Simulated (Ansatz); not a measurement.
**ZnS at several levels of theory**

One geometry, relaxed with PBE, and single points on it; plane waves with PAW potentials in Ansatz, scalar-relativistic unless the row names spin-orbit coupling. No spin polarisation. Meshes are on the primitive cell of 2 atoms. Gaps are the least over mesh and band path; pressure is positive in compression. Smearing is Gaussian, 0.02 eV. Stresses of the hybrids are converged loosely, to a few tenths of a GPa.

```
CELL_PARAMETERS angstrom
0.00000 2.72148 2.72148
2.72148 0.00000 2.72148
2.72148 2.72148 0.00000
ATOMIC_POSITIONS crystal
Zn 0.25000 0.25000 0.25000
S 0.00000 0.00000 0.00000
```

```
level cutoff (eV) k mesh gap (eV) pressure (GPa) rough cost with bands (core-min)
HSE06          420   6×6×6      3.23            -0.7                                 3
 PBE0          420   6×6×6      3.90            -0.9                                 3
```